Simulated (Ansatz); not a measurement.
## Li2O under changes of volume

One of the cells (8.399 Å³/atom); the others are scaled copies at fixed shape and fractional positions:

```
O Li
1.0
     0.00000    2.32685    2.32685
     2.32685    0.00000    2.32685
     2.32685    2.32685    0.00000
O Li
1 2
Cartesian
  0.0000 0.0000 0.0000
  1.1634 1.1634 1.1634
  3.4903 3.4903 3.4903
```

The cell comes from a database or a generator and needn't be the stable form of this composition.

```yaml
Program: Ansatz 0.2.0
Functional: LDA
Potentials_or_basis: Ansatz PAW
Cutoff: "420 eV (not typed: the program's choice for these potentials)"
k_mesh: 10 × 10 × 10
Occupations: fermi-dirac, width 0.05 eV
Spin: no spin polarisation
```

```tsv
volume (Å³/atom)	energy over the lowest point (meV/atom)	pressure (GPa)	gap on the mesh (eV)
7.895	0.00	-3.7	4.88
8.063	4.74	-5.3	4.84
8.231	11.06	-6.7	4.81
8.399	?	?	?
8.567	27.85	-9.2	4.74
8.735	38.03	-10.2	4.70
8.903	49.27	-11.1	4.66
```

Problem. What does the run at 8.399 Å³/atom give?

Solution. Energy over the lowest point 18.87 meV/atom; pressure -8.0 GPa; gap on the mesh 4.77 eV.

Worked out: A Birch-Murnaghan fit of order 3 (a polynomial in V^(-2/3)) to the other rows has no minimum within the range. It gives 18.81 meV/atom at 8.399 Å³/atom, against the run's 18.87, and -dE/dV = -8.0 GPa, against -8.0. A straight line through the other rows of the gap, of slope -1.8 eV per unit of ln V, gives 4.77 eV, against the run's 4.77.

Energies are extrapolated to zero smearing.

Caveats: the PAW data sets come from PBE, with cores solved anew for the run's functional, which leaves a small shift of forces and pressure.

A mesh can miss the band edges.
